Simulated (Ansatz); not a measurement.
# AlN (F-43m) in Ansatz: Born charges and dielectric tensor with PBEsol

Aim: the Born charges and dielectric tensor of AlN with PBEsol.

All numbers are computed with Ansatz 0.2.0; they aren't measurements. Logs are shortened: lines on timing, memory, paths and dates and some standing lists are left out, and cuts for length are marked.

## Step 1: The crystal as given

Symmetry: F-43m, No. 216, cubic system. The conventional cell has a = 4.368 Å, b = 4.368 Å, c = 4.368 Å, α = 90.00°, β = 90.00°, γ = 90.00°. Around Al (site symmetry -43m) lie 4 N at 1.89 Å. N (site symmetry -43m) has 4 Al at 1.89 Å as nearest neighbours.

Measurements of this composition are mostly on another form, of space group No. 186.

## Step 2: Born charges and dielectric tensor, PBEsol

Contents of input.yaml:

```yaml
crystal:
  lattice:
    - [0.0, 2.1839935596, 2.1839935596]
    - [2.1839935596, 0.0, 2.1839935596]
    - [2.1839935596, 2.1839935596, 0.0]
  atoms:
    - { symbol: Al, position: [0.0, 0.0, 0.0] }
    - { symbol: "N", position: [0.25, 0.25, 0.25] }
hamiltonian:
  xc: pbesol
  pseudopotentials: { kind: paw }
kpoints:
  mp_grid: { grid: [10, 10, 10] }
scf:
  occupations: { method: fixed }
output:
  eigenvalues: true
dielectric:
  method: response
```

Potentials or basis: Ansatz PAW.

Launch:

```
> ansatz run input.yaml --threads 2 --pin off --max-ram 5632MiB --backend cpu --events-out ev --progress --plain --runs-dir out
```

Standard output:

```text
Warning: RAYON_NUM_THREADS=2 ignored (pool sized by the plan → 2); use --threads N
Engine: ansatz 0.2.0, x86_64-unknown-linux-gnu
Pseudopotentials: kind: paw
Pseudopotential: Al, paw, valence charge 3, recommended cutoff 420 eV (normal), Al.paw.azcp
Pseudopotential: N, paw, valence charge 5, recommended cutoff 420 eV (normal), N.paw.azcp
Functional definition: PBEsol
  exchange = pbesol_x
  correlation = pbesol_c
Crystal: 2 atoms, lattice volume = 20.835 Å³
Basis set: ecut = 420 eV, 411 PW (Γ), exchange–correlation on 48×48×48 points (8 copies of the dense FFT grid, shifted against one another)
Bands: 8, of which v1, the nominal top of the filled ones, is band 4 counted from 1 (3 counted from 0)
Symmetry: 24 space group operations
k-points: 171 of 1000 (irreducible under 4 space group operations, time reversal used)
Non-local potential: Al, projectors of the file, l = 0: 2, l = 1: 2, l = 2: 1
Non-local potential: N, projectors of the file, l = 0: 2, l = 1: 2, l = 2: 1
PAW form: soft (Blöchl's): semilocal exchange-correlation on the pseudo side does not see the compensation charge
PAW frozen core: Al, regenerated for the run's functional, and the local potential with it (the file was generated under x = pbe(κ = 0.804, μ = 0.2195149727645171), c = pbe(β = 0.06672455060314922))
PAW frozen core: N, regenerated for the run's functional, and the local potential with it (the file was generated under x = pbe(κ = 0.804, μ = 0.2195149727645171), c = pbe(β = 0.06672455060314922))
PAW one-centre angular grid: Al, 110 points (default); XC on 64 Gauss nodes
PAW one-centre angular grid: N, 110 points (default); XC on 64 Gauss nodes
Initial density: superposition of atomic densities (neutral atoms: chi_scale 0, normalization atom), corrected by the library's trained network
Initial wavefunctions: pseudopotential atomic-orbital guess
Functional: x = pbesol(κ = 0.804, μ = 0.12345679012345678), c = pbesol(β = 0.046)
SCF iter   1: F=—  HF=-905.919527 eV  |F-HF|=—  |Δ(HF+E_count)|=         —  Δρ=9.94e-3  dr2=2.20e-2  ethr=1.77e-3  ⟨swp⟩=4.7  Hψ=9060  notcnv=0  defer=39
preconditioner: auto → none  [insulator: Δε(μ)=3.050 eV  Ē_g=15.238 eV  n_scr=0 (ndim 8)  ℏωp=23.0 eV  f_vac=0.000  ε∞_Penn≈3.3]
SCF iter   2: F=—  HF=-905.914056 eV  |F-HF|=—  |Δ(HF+E_count)|=   5.47e-3  Δρ=4.24e-3  dr2=2.90e-3  ethr=2.75e-4  ⟨swp⟩=2.7  Hψ=3419  notcnv=0  defer=338
SCF iter   3: F=—  HF=-905.913159 eV  |F-HF|=—  |Δ(HF+E_count)|=   8.98e-4  Δρ=6.20e-4  dr2=4.29e-5  ethr=3.62e-5  ⟨swp⟩=2.5  Hψ=2231  notcnv=0  defer=321
SCF iter   4: F=—  HF=-905.913159 eV  |F-HF|=—  |Δ(HF+E_count)|=   5.27e-7  Δρ=5.08e-5  dr2=1.76e-7  ethr=5.36e-7  ⟨swp⟩=2.0  Hψ=1871  notcnv=0  defer=5
SCF iter   5: F=—  HF=-905.913159 eV  |F-HF|=—  |Δ(HF+E_count)|=   1.02e-7  Δρ=4.82e-6  dr2=1.63e-9  ethr=2.20e-9  ⟨swp⟩=2.2  Hψ=2005  notcnv=0
SCF iter   6: F=-905.913159 eV  HF=-905.913159 eV  |F-HF|=1.66e-11  |Δ(HF+E_count)|=   1.60e-9  Δρ=4.32e-7  dr2=1.37e-11  ethr=1.25e-12  ⟨swp⟩=3.0  Hψ=5209  notcnv=0
SCF 1 converged in 6 iterations: F = -905.913159 eV  dr2 = 1.37e-11
NSCF: frozen V_eff on 2 k-points
DFPT response loops at Γ: preconditioner auto → none (the input reference at scf.mixing.eps_inf says where Resta's filter doesn't serve); β = 0.50; Broyden in place of MSR1
── the response to a field inside a basis, on 10×10×10 k-points: an SCF that follows is theirs, and a resumed run solves both again ──
Bands: 5, of which v1, the nominal top of the filled ones, is band 4 counted from 1 (3 counted from 0)
k-points: 110 of 1000 (irreducible under 6 space group operations, time reversal used)
Initial density: handed on by an earlier stage of this run
Initial wavefunctions: pseudopotential atomic-orbital guess (no wavefunctions were taken with the density)
Eigensolver: Dense (110 Hₖ)
SCF iter   1: F=—  HF=-905.916213 eV  |F-HF|=—  |Δ(HF+E_count)|=         —  Δρ=5.17e-4  dr2=7.38e-6  ethr=1.00e-1
preconditioner: auto → none  [insulator: Δε(μ)=3.367 eV  Ē_g=11.307 eV  n_scr=0 (ndim 8)  ℏωp=23.0 eV  f_vac=0.000  ε∞_Penn≈5.1]
SCF iter   2: F=—  HF=-905.916220 eV  |F-HF|=—  |Δ(HF+E_count)|=   7.44e-6  Δρ=2.49e-4  dr2=2.09e-6  ethr=9.22e-8
SCF iter   3: F=—  HF=-905.916223 eV  |F-HF|=—  |Δ(HF+E_count)|=   2.95e-6  Δρ=9.00e-5  dr2=8.70e-7  ethr=2.61e-8
SCF iter   4: F=-905.916223 eV  HF=-905.916223 eV  |F-HF|=2.21e-9  |Δ(HF+E_count)|=   5.57e-8  Δρ=7.59e-6  dr2=3.36e-9  ethr=1.09e-8
SCF 1 converged in 4 iterations: F = -905.916223 eV  dr2 = 3.36e-9
DFPT response loops at Γ: mixed as the last ones told, above
SCF converged after 6 iterations
Free energy (F): -905.913159 eV
Harris-Foulkes:  -905.913159 eV  (|F-HF|=1.66e-11)
Internal energy: -905.913159 eV  (E = F + TS)
E sigma→0 (E₀):  -905.913159 eV
Fermi energy:    6.872402 eV
--- Per-component energies (eV) ---
  E_band       = 14.538009
  E_kinetic    = 158.830351
  E_local      = -221.667487  (includes V_loc(G=0)·N_el)
  E_nonlocal   = 55.748079
  E_hartree    = 76.214380
  E_xc         = -100.694970
  E_vxc        = -107.463500  (∫ρ·V_xc dr)
  E_paw        = -577.787287  (= ΣΔE_a)
  E_vpaw       = -23.338271  (= ΣTr[D̂ρ^β])
  E_aug_tail   = 0.000094  (compensation charges beyond the density's cutoff)
  E_ewald      = -296.603555
  E_core_change = 0.047238  (= ΣΔE_core)
  E_smearing   = -0.000000  (= −TS)
  E_closure    = 0.000000  (closes the sum)
  Σ components = -905.913159   (vs F -905.913159, Δ=0.00e0)
--- Band table (eV; the first three rows and the last of 171) ---
  k-point 0: bands = ["-8.0770", "6.8724", "6.8724", "6.8724", "10.9894", "19.3407", "19.3407", "19.3407"]
  k-point 1: bands = ["-7.9291", "6.0519", "6.8206", "6.8206", "11.6555", "18.9510", "19.4739", "19.4739"]
  k-point 2: bands = ["-7.5078", "4.4357", "6.6913", "6.6913", "12.7783", "18.1482", "19.3945", "19.3945"]
  k-point 170: bands = ["-5.3709", "2.6737", "3.5062", "4.6980", "12.9684", "17.4895", "18.7025", "19.6441"]
--- Dielectric response (ions clamped): 3 representative field directions + reference, inside a basis on a mesh of 1000 k-points (Σ response iterations 15) ---
  ε∞ (high-frequency dielectric tensor):
        4.633358     0.000000    -0.000000
        0.000000     4.633358     0.000000
       -0.000000     0.000000     4.633358
  Born effective charges Z* (e; rows j = field, columns β = displacement):
    site 0:
         2.54688   -0.00000   -0.00000
         0.00000    2.54688    0.00000
        -0.00000    0.00000    2.54688
    site 1:
        -2.54688    0.00000    0.00000
        -0.00000   -2.54688   -0.00000
         0.00000   -0.00000   -2.54688
  Z* charge neutrality: 1.038e-3 e pre-enforcement
  solved inside a basis spanned on kpoints, on 10×10×10 k-points, its susceptibility summed on 14×14×14: ε∞ is read to err by 1.2e-2, Z* by 9.1e-3 e (field_mesh: kpoints solves on kpoints); Z* is corrected for what the basis lacks
```

It took 9.4 s on 2 threads of Intel Xeon Platinum 8488C (Sapphire Rapids), shared host; peak memory 0.47 GiB.

What came out:

- Free energy: -905.9132 eV
- Band gap on the k mesh: 3.20 eV, indirect (least direct gap 4.12 eV)
- Electronic dielectric tensor (diagonal): 4.63
- Born charges (mean of the diagonal): Al +2.55; N -2.55 e

Electronic dielectric tensor:
```
4.63 0.00 0.00
0.00 4.63 0.00
0.00 0.00 4.63
```

Born effective charge tensors (e):
atom 1, Al
```
2.55 0.00 0.00
0.00 2.55 0.00
0.00 0.00 2.55
```
atom 2, N
```
-2.55  0.00  0.00
 0.00 -2.55  0.00
 0.00  0.00 -2.55
```

 A k mesh can miss the band edges.
